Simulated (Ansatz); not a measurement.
An Al vacancy in wurtzite AlN, 95 atoms, charge 0

All numbers below come from DFT, PBEsol, PAW, plane waves in Ansatz.

Command:

```sh
ansatz run in.yaml --threads 8 --pin off --max-ram 118750MiB --runs-dir r --events-out ev --progress --plain --backend cuda --devices 0, --max-vram 170GiB
```

The input less its lattice and atoms (starting moments on atoms near the defect: 1 μB in all):

```yaml
crystal:
  symmetry: { detect: false }
kpoints:
  mp_grid: { grid: [1, 1, 1], shift: [0.25, 0.25, 0.25] }
hamiltonian:
  xc: pbesol
magnetization:
  spin_polarized: true
  initial_magnetization: 1
  spin_locking: { lock_magnetization: hard }
scf:
  occupations: { method: fermi_dirac, width: 0.01 }
relax:
  f_tol: 0.03
  max_steps: 80
  escape_saddle: false
  adjacent_minimum: "off"
output:
  forces: true
  eigenvalues: true
  populations: true
```

Start:

```xyz
95
Lattice="9.3414 0.0000 0.0000 0.0000 10.7866 0.0000 0.0000 0.0000 9.9671" Properties=species:S:1:pos:R:3 pbc="T T T"
Al    1.5438    0.8859    2.4803
Al    1.5257    0.9052    7.4415
Al    9.3299    3.6021    2.4621
Al    9.3075    3.6330    7.4674
Al    4.6800    0.9321    2.4497
Al    4.6999    0.8823    7.4557
Al    3.1176    3.5975    2.4629
Al    3.1343    3.5627    7.4857
Al    1.5585    6.2987    2.4652
Al    1.5649    6.2782    7.4835
Al    9.3159    9.0128    2.4976
Al    0.0121    8.9730    7.4550
Al    7.7848    0.8942    2.4666
Al    7.7528    0.8734    7.4461
Al    6.2437    3.5894    2.4460
Al    6.2065    3.5668    7.5021
Al    4.6770    6.3126    2.4899
Al    4.6812    6.3196    7.4709
Al    3.0847    8.9977    2.4990
Al    3.1280    8.9899    7.4515
Al    7.8090    6.2754    2.4884
Al    7.7733    6.3366    7.4469
Al    6.2287    9.0218    2.4685
Al    6.2249    8.9637    7.4639
Al    9.3338    1.8318    4.9531
Al    9.3308    1.8096    0.0037
Al    3.1262    1.7857    5.0094
Al    3.0845    1.7921    9.9429
Al    1.5642    4.4950    4.9381
Al    1.5640    4.5027    0.0336
Al    9.3199    7.2029    4.9604
Al    9.3285    7.2089    0.0195
Al    6.2358    1.7938    5.0025
Al    6.2248    1.7883    9.9469
Al    4.6832    4.4979    9.9244
Al    3.1289    7.1555    4.9450
Al    3.1387    7.1704    9.9440
Al    1.5560    9.8616    4.9840
Al    1.5684    9.8818    9.9452
Al    7.7523    4.4845    4.9699
Al    7.7997    4.4768    0.0025
Al    6.2421    7.2010    4.9443
Al    6.1767    7.1709    9.9292
Al    4.6814    9.9111    4.9833
Al    4.6590    9.9037    9.9553
Al    7.7878    9.8809    4.9554
Al    7.7835    9.8517    9.9619
N     0.0039    1.7971    1.8687
N     9.3410    1.8023    6.8875
N     3.1297    1.8096    1.8864
N     3.1520    1.7936    6.8532
N     1.5565    4.4748    1.9069
N     1.5915    4.5146    6.8403
N     9.3353    7.1966    1.8618
N     0.0125    7.2001    6.8701
N     6.2314    1.8039    1.8947
N     6.2261    1.7809    6.8699
N     4.6810    4.5114    1.8753
N     4.6767    4.4907    6.8771
N     3.1236    7.1689    1.8799
N     3.0993    7.2026    6.8538
N     1.5583    9.8847    1.9154
N     1.5758    9.8786    6.8847
N     7.7886    4.4839    1.9335
N     7.8201    4.4823    6.8896
N     6.2390    7.1890    1.8875
N     6.2182    7.2091    6.8646
N     4.6675    9.8661    1.8850
N     4.6687    9.8915    6.8838
N     7.8187    9.8540    1.9008
N     7.7976    9.8601    6.8864
N     1.5358    0.8718    4.3963
N     1.5931    0.8960    9.3233
N     9.3379    3.5810    4.3717
N     9.3371    3.6172    9.3739
N     4.6886    0.8779    4.3848
N     4.6697    0.8775    9.3500
N     3.1264    3.5759    4.3834
N     3.1394    3.5439    9.3496
N     1.5429    6.2960    4.3798
N     1.5301    6.3091    9.3936
N     9.3170    8.9893    4.3855
N     0.0033    8.9984    9.3719
N     7.7887    0.9145    4.3665
N     7.7584    0.8862    9.3517
N     6.2449    3.5775    4.3932
N     6.2696    3.5904    9.3465
N     4.6745    6.3218    4.3808
N     4.6588    6.3161    9.3941
N     3.1034    8.9748    4.3546
N     3.1144    8.9751    9.3896
N     7.7662    6.3121    4.3486
N     7.7484    6.2931    9.3657
N     6.2149    9.0160    4.3863
N     6.2247    8.9613    9.3574
```

Steps:

| step | energy less the first (eV) | largest force component (eV/Å) |
| --- | --- | --- |
| start | 0.000 | 1.718 |
| 1 | -1.223 | 0.939 |
| 2 | -1.652 | 0.120 |
| 3 | -1.659 | 0.007 |

End:

```
Al N
1.0
     9.34145    0.00000    0.00000
     0.00000   10.78657    0.00000
     0.00000    0.00000    9.96706
Al N
47 48
Cartesian
  1.5586 0.8976 2.4752
  1.5517 0.8937 7.4642
  9.3382 3.5993 2.4729
  0.0008 3.5930 7.4650
  4.6723 0.8938 2.4734
  4.6752 0.8918 7.4680
  3.1142 3.5936 2.4300
  3.1026 3.5849 7.4462
  1.5591 6.2914 2.4724
  1.5583 6.2974 7.4708
  0.0010 8.9899 2.4773
  0.0021 8.9865 7.4672
  7.7805 0.9015 2.4801
  7.7910 0.8948 7.4647
  6.2187 3.6004 2.4694
  6.2443 3.5855 7.4410
  4.6741 6.2764 2.4678
  4.6752 6.3094 7.4415
  3.1160 8.9796 2.4787
  3.1147 8.9929 7.4652
  7.7859 6.2911 2.4744
  7.7899 6.2947 7.4699
  6.2303 8.9803 2.4796
  6.2332 8.9932 7.4650
  9.3390 1.8018 4.9680
  0.0006 1.7969 9.9570
  3.1212 1.7496 4.9900
  3.1142 1.7868 9.9430
  1.5332 4.5303 4.9952
  1.5518 4.4966 9.9429
  0.0025 7.1990 4.9714
  0.0017 7.1918 9.9585
  6.2188 1.7784 4.9869
  6.2303 1.7922 9.9491
  4.6737 4.4934 9.9144
  3.0985 7.1885 4.9881
  3.1141 7.1927 9.9493
  1.5528 9.8798 4.9744
  1.5578 9.8854 9.9568
  7.7842 4.5213 4.9885
  7.7877 4.4951 9.9487
  6.2537 7.1907 4.9865
  6.2331 7.1929 9.9488
  4.6754 9.8703 4.9690
  4.6734 9.8828 9.9582
  7.7926 9.8869 4.9743
  7.7873 9.8873 9.9577
  0.0003 1.7985 1.8935
  0.0021 1.7993 6.8707
  3.1159 1.7844 1.8727
  3.1145 1.7839 6.8789
  1.5495 4.4993 1.8714
  1.5527 4.5009 6.8810
  0.0021 7.1926 1.8919
  0.0037 7.1924 6.8739
  6.2245 1.7927 1.8807
  6.2316 1.7832 6.8807
  4.6676 4.4891 1.8708
  4.6741 4.4944 7.0543
  3.1125 7.1867 1.8803
  3.1074 7.1985 6.8811
  1.5594 9.8849 1.8911
  1.5561 9.8861 6.8752
  7.7851 4.4986 1.8787
  7.7965 4.5007 6.8803
  6.2341 7.1875 1.8796
  6.2418 7.1990 6.8809
  4.6728 9.8800 1.8934
  4.6734 9.8833 6.8725
  7.7855 9.8878 1.8921
  7.7914 9.8868 6.8758
  1.5486 0.8852 4.3801
  1.5529 0.8941 9.3638
  0.0013 3.6010 4.3786
  0.0004 3.5913 9.3622
  4.6717 0.8837 4.3801
  4.6731 0.8915 9.3647
  2.8961 3.4694 4.2986
  3.1043 3.5865 9.3636
  1.5534 6.3001 4.3792
  1.5560 6.2949 9.3655
  0.0020 8.9891 4.3809
  0.0016 8.9872 9.3683
  7.7893 0.8913 4.3832
  7.7897 0.8956 9.3656
  6.3872 3.5063 4.3324
  6.2394 3.5871 9.3624
  4.6778 6.4704 4.3310
  4.6731 6.3035 9.3634
  3.1083 8.9902 4.3828
  3.1145 8.9915 9.3660
  7.7977 6.3004 4.3796
  7.7902 6.2932 9.3660
  6.2412 8.9936 4.3831
  6.2316 8.9917 9.3658
```

The calculation finished and met its thresholds.

Time: 6.8 s of wall time on one NVIDIA GB200 with 8 processor threads, on a host shared with other runs; peak host memory 2 GiB.

Question: How much energy did the relaxation gain, and which atom moved most?

Answer: 1.66 eV in 3 steps, from a start with small random displacements; atom 78 (N) moved 0.27 Å, the median atom 0.03 Å (drift of the whole cell removed).

The moment started at 1 μB and ended at 1.0 μB; no other spin state is shown. The program warned that the state may not be the lowest. The one k point has no symmetry partners, which can distort the end along one axis.
